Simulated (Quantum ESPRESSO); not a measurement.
Here is a Quantum ESPRESSO 7.5 calculation.

The input pw.in:

```
&CONTROL
  calculation = 'scf'
  prefix = 'pwscf'
  outdir = './tmp'
  pseudo_dir = './pseudo'
  tprnfor = .true.
  tstress = .true.
  disk_io = 'low'
/
&SYSTEM
  ibrav = 0
  celldm(1) = 8
  nat = 2
  ntyp = 2
  ecutwfc = 56
  ecutrho = 448
  nbnd = 15
  occupations = 'smearing'
  smearing = 'fd'
  degauss = 0.00367493
/
&ELECTRONS
  conv_thr = 4d-10
  electron_maxstep = 120
  mixing_beta = 0.5
/
ATOMIC_SPECIES
W    183.8400 w_lda_v1.2.uspp.F.UPF
C     12.0110 c_lda_v1.2.uspp.F.UPF
CELL_PARAMETERS alat
  0.6865611226531   0.0000000000000   0.0000000000000
 -0.3432805613266   0.5945793734685   0.0000000000000
  0.0000000000000   0.0000000000000   0.6700496406392
ATOMIC_POSITIONS crystal
W      0.0000000000    0.0000000000    0.0000000000
C      0.6666666667    0.3333333333    0.5000000000
K_POINTS automatic
10 10 9 0 0 0
```

The input bands.in:

```
&CONTROL
  calculation = 'bands'
  prefix = 'pwscf'
  outdir = './tmp'
  pseudo_dir = './pseudo'
  disk_io = 'low'
  verbosity = 'high'
/
&SYSTEM
  ibrav = 0
  celldm(1) = 8
  nat = 2
  ntyp = 2
  ecutwfc = 56
  ecutrho = 448
  nbnd = 15
  occupations = 'smearing'
  smearing = 'fd'
  degauss = 0.00367493
/
&ELECTRONS
  conv_thr = 1d-08
  electron_maxstep = 120
  mixing_beta = 0.5
  diago_full_acc = .true.
  startingwfc = 'random'
/
ATOMIC_SPECIES
W    183.8400 w_lda_v1.2.uspp.F.UPF
C     12.0110 c_lda_v1.2.uspp.F.UPF
CELL_PARAMETERS alat
  0.6865611226531   0.0000000000000   0.0000000000000
 -0.3432805613266   0.5945793734685   0.0000000000000
  0.0000000000000   0.0000000000000   0.6700496406392
ATOMIC_POSITIONS crystal
W      0.0000000000    0.0000000000    0.0000000000
C      0.6666666667    0.3333333333    0.5000000000
K_POINTS crystal
60
 0.0000000000  0.0000000000  0.0000000000 1
 0.0833333333  0.0000000000  0.0000000000 1
 0.1666666667  0.0000000000  0.0000000000 1
 0.2500000000  0.0000000000  0.0000000000 1
 0.3333333333  0.0000000000  0.0000000000 1
 0.4166666667  0.0000000000  0.0000000000 1
 0.5000000000  0.0000000000  0.0000000000 1
 0.4444444444  0.1111111111  0.0000000000 1
 0.3888888889  0.2222222222  0.0000000000 1
 0.3333333333  0.3333333333  0.0000000000 1
 0.2916666667  0.2916666667  0.0000000000 1
 0.2500000000  0.2500000000  0.0000000000 1
 0.2083333333  0.2083333333  0.0000000000 1
 0.1666666667  0.1666666667  0.0000000000 1
 0.1250000000  0.1250000000  0.0000000000 1
 0.0833333333  0.0833333333  0.0000000000 1
 0.0416666667  0.0416666667  0.0000000000 1
 0.0000000000  0.0000000000  0.0000000000 1
 0.0000000000  0.0000000000  0.0833333333 1
 0.0000000000  0.0000000000  0.1666666667 1
 0.0000000000  0.0000000000  0.2500000000 1
 0.0000000000  0.0000000000  0.3333333333 1
 0.0000000000  0.0000000000  0.4166666667 1
 0.0000000000  0.0000000000  0.5000000000 1
 0.0714285714  0.0000000000  0.5000000000 1
 0.1428571429  0.0000000000  0.5000000000 1
 0.2142857143  0.0000000000  0.5000000000 1
 0.2857142857  0.0000000000  0.5000000000 1
 0.3571428571  0.0000000000  0.5000000000 1
 0.4285714286  0.0000000000  0.5000000000 1
 0.5000000000  0.0000000000  0.5000000000 1
 0.4583333333  0.0833333333  0.5000000000 1
 0.4166666667  0.1666666667  0.5000000000 1
 0.3750000000  0.2500000000  0.5000000000 1
 0.3333333333  0.3333333333  0.5000000000 1
 0.2962962963  0.2962962963  0.5000000000 1
 0.2592592593  0.2592592593  0.5000000000 1
 0.2222222222  0.2222222222  0.5000000000 1
 0.1851851852  0.1851851852  0.5000000000 1
 0.1481481481  0.1481481481  0.5000000000 1
 0.1111111111  0.1111111111  0.5000000000 1
 0.0740740741  0.0740740741  0.5000000000 1
 0.0370370370  0.0370370370  0.5000000000 1
 0.0000000000  0.0000000000  0.5000000000 1
 0.5000000000  0.0000000000  0.5000000000 1
 0.5000000000  0.0000000000  0.4285714286 1
 0.5000000000  0.0000000000  0.3571428571 1
 0.5000000000  0.0000000000  0.2857142857 1
 0.5000000000  0.0000000000  0.2142857143 1
 0.5000000000  0.0000000000  0.1428571429 1
 0.5000000000  0.0000000000  0.0714285714 1
 0.5000000000  0.0000000000  0.0000000000 1
 0.3333333333  0.3333333333  0.0000000000 1
 0.3333333333  0.3333333333  0.0714285714 1
 0.3333333333  0.3333333333  0.1428571429 1
 0.3333333333  0.3333333333  0.2142857143 1
 0.3333333333  0.3333333333  0.2857142857 1
 0.3333333333  0.3333333333  0.3571428571 1
 0.3333333333  0.3333333333  0.4285714286 1
 0.3333333333  0.3333333333  0.5000000000 1
```

Potentials or basis: GBRV 1.5 LDA.

Command:

```bash
$ OMP_NUM_THREADS=1 mpirun -n 2 pw.x -nk 2 -in pw.in > pw.out
$ OMP_NUM_THREADS=1 mpirun -n 2 pw.x -nk 2 -in bands.in > bands.out
```

Question: What does it give for the pressure?

Answer: -8.7 GPa.

Question: What does it give for the band gap on the k mesh?

Answer: None (metal or under the smearing width).

Stress tensor (GPa, compression positive):
```
 -7.90   0.00   0.00
  0.00  -7.90   0.00
  0.00   0.00 -10.17
```

Caveat: spin-orbit coupling is left out, which moves the levels of the heavy elements.
